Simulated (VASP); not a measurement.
**InP: relaxation of cell and atoms with r2SCAN**

InP:

```
In P
1.0
     0.00000    2.95206    2.95206
     2.95206    0.00000    2.95206
     2.95206    2.95206    0.00000
In P
1 1
Cartesian
  0.0000 0.0000 0.0000
  1.4760 1.4760 1.4760
```

```json
{
 "Program": "VASP 6.6.1",
 "Task": "relaxation of cell and atoms",
 "Functional": "r2SCAN",
 "Potentials or basis": "VASP PAW PBE potentials, release 64 (In_d, P)",
 "Cutoff": "600 eV",
 "k mesh": "8 × 8 × 8",
 "Occupations": "gaussian, width 0.03 eV",
 "Spin": "no spin polarisation",
 "Further INCAR settings": "ALGO = Normal; EDIFF = 1e-07; IBRION = 2; EDIFFG = -0.005; NSW = 90; ISIF = 3"
}
```

```json
{"Relaxed volume": "25.73 Å³/atom", "Relaxed cell": "a = 4.175 Å, b = 4.175 Å, c = 4.175 Å, α = 60.00°, β = 60.00°, γ = 60.00°", "Space group after relaxing (to 0.05 Å)": "F-43m (No. 216)", "Energy gained by relaxing": "0.0 meV/atom", "Ionic steps": "3", "Pressure after relaxing": "0.0 GPa", "Band gap on the k mesh": "1.04 eV, direct"}
```

Final structure:
```cif
data_structure
_symmetry_space_group_name_H-M 'P 1'
_symmetry_Int_Tables_number 1
_cell_length_a 4.1752
_cell_length_b 4.1752
_cell_length_c 4.1752
_cell_angle_alpha 60.000
_cell_angle_beta 60.000
_cell_angle_gamma 60.000
_cell_volume 51.47
loop_
_atom_site_label
_atom_site_type_symbol
_atom_site_fract_x
_atom_site_fract_y
_atom_site_fract_z
_atom_site_occupancy
In1 In 0.00000 0.00000 0.00000 1
P1 P 0.25000 0.25000 0.25000 1
```

Levels at points of the mesh, in eV from the valence-band top:
```csv
k point,band 7,band 8,band 9,band 10,band 11,band 12
"(0.00, 0.00, 0.00)",0.00,0.00,0.00,1.04,4.44,4.44
"(0.50, 0.00, 0.00)",-5.76,-0.98,-0.98,1.81,5.16,5.16
"(0.50, 0.50, 0.00)",-5.78,-2.33,-2.33,2.04,2.55,9.74
```

Run time: 2.3 min on 1 thread of Intel(R) Xeon(R) 6975P-C (Granite Rapids) (shared host), peak memory 0.24 GiB.

Caveat: the PAW data sets were made with another functional, which shifts forces and pressure a little; spin-orbit coupling is left out, which moves the levels of the heavy elements. r2SCAN opens gaps a little over a GGA but as a rule still falls short of measured ones.
